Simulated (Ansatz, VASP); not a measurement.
# Al2O in VASP and in Ansatz

```
CELL_PARAMETERS angstrom
-1.98562 1.98562 2.90111
1.98562 -1.98562 2.90111
1.98562 1.98562 -2.90111
ATOMIC_POSITIONS crystal
Al 0.50000 0.00000 0.50000
Al 0.00000 0.50000 0.50000
O 0.50000 0.50000 0.00000
```

Alike in both runs: functional PBE; k mesh 16 × 16 × 16; occupations gaussian, width 0.1 eV; no spin polarisation.

Ansatz relaxed the structure, and its values are those at the end. VASP's run is a single point on that final structure, the one shown.

|  | VASP | Ansatz |
| --- | --- | --- |
| version | VASP 6.6.1 | Ansatz 0.2.0 |
| potentials or method | VASP PAW PBE potentials, release 64 (Al, O) | scalar-relativistic, plane waves, PAW |
| plane-wave cutoff (eV) | 520 | 420 |
| valence electrons in the cell | 12 | 12 |

Ansatz gave:

- gap on the k mesh at the Fermi level (eV): none
- pressure (GPa): 0.0

Q: Estimate VASP's values.

A: gap on the k mesh at the Fermi level (eV): none; pressure (GPa): -0.1.

A gap of «none» marks a metal or a gap that the smearing closes. With one functional, cell and mesh, what is left measures potentials, basis and numerics.
